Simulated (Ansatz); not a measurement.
# Hf3Si2: the cost of one run

Computed with Ansatz 0.2.0 (DFT PBEsol, scalar-relativistic, plane waves, PAW, unless a step's input says otherwise).

1 further run of the same task is left out (set aside as unsound or not needed). Runs told in other sessions of the task aren't counted.

**1. Starting point**

Symmetry: P4/mbm, No. 127, tetragonal system. Conventional cell: a = 6.976 Å, b = 6.976 Å, c = 3.607 Å, α = 90.00°, β = 90.00°, γ = 90.00°. Hf (site symmetry m2m) has 6 Si at 2.69 to 2.77 Å in its first shell of neighbours. Around Hf (site symmetry 4/m) lie 4 Si at 2.76 Å and 8 Hf at 3.15 Å. Si (site symmetry m2m) has 1 Si at 2.44 Å and 8 Hf at 2.69 to 2.77 Å in its first shell of neighbours.

Coordinates:

```
CELL_PARAMETERS angstrom
6.97646 0.00000 0.00000
0.00000 6.97646 0.00000
0.00000 0.00000 3.60703
ATOMIC_POSITIONS crystal
Hf 0.67386 0.82614 0.50000
Hf 0.82614 0.32614 0.50000
Hf 0.32614 0.17386 0.50000
Hf 0.17386 0.67386 0.50000
Hf 0.50000 0.50000 0.00000
Hf 0.00000 0.00000 0.00000
Si 0.62381 0.12381 0.00000
Si 0.87619 0.62381 0.00000
Si 0.12381 0.37619 0.00000
Si 0.37619 0.87619 0.00000
```

It goes back to an entry of the Materials Project, which need not be the stable form.

It is the result of an earlier relaxation at this level (volume 17.56 Å³/atom; gap on the mesh: none (metal)).

**2. Volume × 0.97**

input.yaml reads:

```yaml
crystal:
  lattice:
    - [6.9059868675, 0.0, 0.0]
    - [0.0, 6.9059868675, 0.0]
    - [0.0, 0.0, 3.5705909999]
  atoms:
    - { symbol: Hf, position: [0.6738642686, 0.8261357314, 0.5] }
    - { symbol: Hf, position: [0.8261357314, 0.3261357314, 0.5] }
    - { symbol: Hf, position: [0.3261357314, 0.1738642686, 0.5] }
    - { symbol: Hf, position: [0.1738642686, 0.6738642686, 0.5] }
    - { symbol: Hf, position: [0.5, 0.5, 0.0] }
    - { symbol: Hf, position: [0.0, 0.0, 0.0] }
    - { symbol: Si, position: [0.6238117757, 0.1238117757, 0.0] }
    - { symbol: Si, position: [0.8761882243, 0.6238117757, 0.0] }
    - { symbol: Si, position: [0.1238117757, 0.3761882243, 0.0] }
    - { symbol: Si, position: [0.3761882243, 0.8761882243, 0.0] }
basis:
  ecutwfc: 420
kpoints:
  mp_grid: { grid: [6, 6, 10] }
hamiltonian:
  xc: pbesol
scf:
  occupations: { method: gaussian, width: 0.1 }
output:
  forces: true
  stress: true
  eigenvalues: true
relax:
  adjacent_minimum: "off"
  f_tol: 0.01
  max_steps: 30
  cell: { stress_tol: 0.1, fix: [volume] }
```

Run with:

```bash
ansatz run input.yaml --threads 2 --pin off --max-ram 5120MiB --backend cpu --events-out ev --progress --plain --runs-dir out
```

**Question.** How long does this run take on 2 threads of Arm Neoverse V2, shared host, and how much memory does it need?

About 2.7 min, with a peak of 1 GiB.
